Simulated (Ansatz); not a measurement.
The system is TePb.

```xyz
2
Lattice="0.0000 3.2310 3.2310 3.2310 0.0000 3.2310 3.2310 3.2310 0.0000" Properties=species:S:1:pos:R:3 pbc="T T T"
Pb    0.0000    0.0000    0.0000
Te    3.2310    3.2310    3.2310
```

A run of Ansatz 0.2.0 on this cell left the log below. Logs are shortened: lines on timing, memory, paths and dates and some standing lists are left out, and cuts for length are marked.

```text
Warning: RAYON_NUM_THREADS=1 ignored (pool sized by the plan → 1); use --threads N
hamiltonian.pseudopotentials.datasets: crystal makes datasets for this crystal and solves the spheres of its atoms anew in each pass: cutoff 290.0 eV, the density's 1160.0 eV;, for an error of 0.50 meV an atom under PBE, 1.0 meV for the cell; an energy difference from a run of another recipe may be off by several times the error for the cell, under r2SCAN by more, where some 0.1 meV an atom stays at smaller errors; Te in spheres of 1.376 Å, 16 of its electrons in bands; Pb in spheres of 1.376 Å, 14 of its electrons in bands
Engine: ansatz 0.2.0, x86_64-unknown-linux-gnu
Pseudopotentials: kind: all_electron
Pseudopotential: Pb, paw, valence charge 14, recommended cutoff 290 eV (normal), crystal/all_electron/pbe/scalar/gaussian/Pb, Koelling and Harmon's equation, gaussian nucleus
Pseudopotential: Te, paw, valence charge 16, recommended cutoff 290 eV (normal), crystal/all_electron/pbe/scalar/gaussian/Te, Koelling and Harmon's equation, gaussian nucleus
Functional definition: HSE06
  parameter a = 0.25
  parameter omega = 0.11/bohr
  exchange = pbe_x - a*pbe_x_sr(omega) + a*exact_x_sr(omega)
  correlation = pbe_c
Crystal: 2 atoms, lattice volume = 67.459 Å³
Basis set: ecut = 290 eV, 749 PW (Γ), exchange–correlation on 54×54×54 points (8 copies of the dense FFT grid, shifted against one another)
Bands: 19, of which v1, the nominal top of the filled ones, is band 15 counted from 1 (14 counted from 0)
Symmetry: 48 space group operations
Space group: Fm-3m (ITA 225), of the structure as read, at distance tolerance 4.1e-5 Å
k-points: 16 of 216
Non-local potential: Pb, projectors of the file, l = 0: 1, l = 1: 1, l = 2: 2
Non-local potential: Te, projectors of the file, l = 0: 1, l = 1: 1, l = 2: 2
PAW form: soft (Blöchl's): semilocal exchange-correlation on the pseudo side does not see the compensation charge
PAW one-centre angular grid: Pb, 590 points (default); XC on its mesh's 1809 points in the sphere
PAW one-centre angular grid: Te, 590 points (default); XC on its mesh's 1857 points in the sphere
Initial density: superposition of atomic densities (neutral atoms: chi_scale 0, normalization atom)
Initial wavefunctions: pseudopotential atomic-orbital guess
Functional: x = pbe(κ = 0.804, μ = 0.2195149727645171) + 0.25 (exact − pbe) at short range (hse, ω = 0.20786987370883472 Å⁻¹), c = pbe(β = 0.06672455060314922); HSE06 as pw.x's `hse` composes it (authors' and Libxc's form: `xc: wpbeh`)
iter 1 solved again at ethr=1.57e-3 eV; its pass at ethr=1.00e-1 eV (dr2=4.70e-1 eV) is discarded
[... 18 lines left out ...]
Stability not checked: this state was not tested for a lower state beside it, because the functional holds exact exchange (a hybrid, or Hartree-Fock), whose exchange loop this test does not read (fock_operator; see scf.lower_state_search)
Free energy (F): -752928.769234 eV
Harris-Foulkes:  -752928.769234 eV  (|F-HF|=1.42e-8)
Internal energy: -752928.769234 eV  (E = F + TS)
E sigma→0 (E₀):  -752928.769234 eV
Entropy (-TS):   -0.000001 eV (-0.000 meV/atom)
Past the cutoff: the bands carry plane waves up to 1.75 times it, of which those up to 1.5 times it add -0.000191 eV an atom, each by itself; the spheres take 0.000552 eV an atom off the energy for waves past 1.75 times it
Past the cutoffs: a stress includes 0.0013 GPa for waves and charges beyond them, in addition to the slope of what the spheres take
In the spheres:  the bands' charges fall short by 6.7e-6 e at most (sound up to 1e-3)
Fermi energy:    12.133189 eV
--- Per-component energies (eV) ---
  E_band       = -279.126790
  E_kinetic    = 265.285739
  E_local      = -2420.427789  (includes V_loc(G=0)·N_el)
  E_nonlocal   = 272.186703
  E_hartree    = 1119.407984
  E_xc         = -129.345884
  E_vxc        = -156.721677  (∫ρ·V_xc dr)
  E_exx        = -76.496637  (= α·E_x^exact, valence–valence)
  E_paw        = -756610.102830  (= ΣΔE_a)
  E_vpaw       = -7828.914608  (= ΣTr[D̂ρ^β])
  E_ewald      = -2852.919164
  E_smearing   = -0.000001  (= −TS)
  E_closure    = 7503.642645  (closes the sum)
  Σ components = -752928.769234   (vs F -752928.769234, Δ=0.00e0)
  The terms above E_closure are by the made datasets' own strengths, without shells solved beside the bands.
--- Forces (eV/Å), atoms counted from 1 ---
  atom   1  Pb     0.00000000    -0.00000000     0.00000000
  atom   2  Te     0.00000000     0.00000000     0.00000000
  max |Σ_I F_I| component: 1.47e-17 eV/Å
--- Stress (GPa, compression-positive) ---
        1.174082       0.000000      -0.000000
        0.000000       1.174082      -0.000000
       -0.000000      -0.000000       1.174082
  P = ⅓ Tr σ = 1.1741 GPa (11.741 kbar)
--- Band table (eV; the first three rows and the last of 16) ---
  k-point 0: bands = ["-27.0851", "-27.0851", "-27.0764", "-27.0764", "-27.0764", "-7.0133", "-7.0133", "-6.9934", "-6.9934", "-6.9934", "-1.7428", "5.6810", "9.9771", "9.9771", "9.9771", "16.3044"]
  k-point 1: bands = ["-27.0850", "-27.0850", "-27.0763", "-27.0762", "-27.0762", "-7.0174", "-7.0174", "-6.9929", "-6.9898", "-6.9898", "-1.4791", "4.7886", "10.0557", "10.0557", "10.4851", "14.9961"]
  k-point 2: bands = ["-27.0849", "-27.0849", "-27.0761", "-27.0760", "-27.0760", "-7.0268", "-7.0268", "-6.9920", "-6.9814", "-6.9814", "-0.7588", "3.1492", "10.2821", "10.2821", "11.1874", "13.4340"]
  k-point 15: bands = ["-27.0852", "-27.0847", "-27.0763", "-27.0757", "-27.0753", "-7.0684", "-7.0130", "-6.9949", "-6.9771", "-6.9677", "0.2762", "3.0813", "6.8604", "7.7745", "10.1373", "14.8646"]
```

**Question.** What input gives this log?

**Answer.** Single point with HSE06, no spin polarisation. The files as run (others can give the same):

input.yaml
```yaml
crystal:
  lattice:
    - [0.0, 3.231, 3.231]
    - [3.231, 0.0, 3.231]
    - [3.231, 3.231, 0.0]
  atoms:
    - { symbol: Pb, position: [0.0, 0.0, 0.0] }
    - { symbol: Te, position: [0.5, 0.5, 0.5] }
kpoints:
  mp_grid: { grid: [6, 6, 6] }
scf:
  occupations: { method: fermi_dirac, width: 0.05 }
hamiltonian:
  xc: hse06
  pseudopotentials: { kind: all_electron, datasets: crystal }
output:
  forces: true
  stress: true
```

Potentials or basis: all-electron PAW datasets made for the crystal.
The run is started by
```bash
$ ansatz run input.yaml --threads 1 --pin off --max-ram 3072MiB --backend cpu --events-out ev --progress --plain --runs-dir out
```
